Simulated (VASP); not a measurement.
Set up this calculation in VASP 6.6.1, as the native input.

| Property | Result |
| --- | --- |
| Task | single point |
| Functional | RPBE |
| Potentials or basis | VASP PAW PBE potentials, release 64 (In_d) |
| Cutoff | 520 eV |
| k mesh | 11 × 11 × 11 |
| Occupations | fermi-dirac, width 0.1 eV |
| Spin | no spin polarisation |
| Dipole correction | no |
| Further INCAR settings | ALGO = Normal; EDIFF = 1e-06; NBANDS = 12 |

The structure of In lies in POSCAR:

```
In
1.0
    3.1424461251      0.0000000000      0.0000000000
    0.0000000000      3.1424461251      0.0000000000
    0.0000000000      0.0000000000      3.1424461251
In
1
Direct
    0.0000000000      0.0000000000      0.0000000000
```

This isn't the form of In at room conditions, which is tetragonal.

The input as run:

INCAR

```
  ALGO = Normal
  EDIFF = 1E-6
  ENCUT = 520
  GGA = RP
  ISIF = 2
  ISMEAR = -1
  LASPH = T
  LCHARG = F
  LREAL = F
  LWAVE = F
  NBANDS = 12
  NELM = 100
  PREC = Accurate
  SIGMA = 0.1
```

KPOINTS

```
k-points
0
Gamma
  11 11 11
```

Potentials or basis: VASP PAW PBE potentials, release 64 (In_d).

Launch:

```bash
$ cat potpaw_PBE.64/In_d/POTCAR > POTCAR
$ mpirun -np 1 vasp_std > vasp.out
```

It gave:

The pressure is 0.1 GPa and the band gap on the k mesh is none (metal or under the smearing width).

Caveat: the PAW data sets were made with another functional, which shifts forces and pressure a little.

Wall time 8.2 s on 1 thread of AMD EPYC 9R45 (Zen 5) (shared host), peak memory 0.11 GiB.
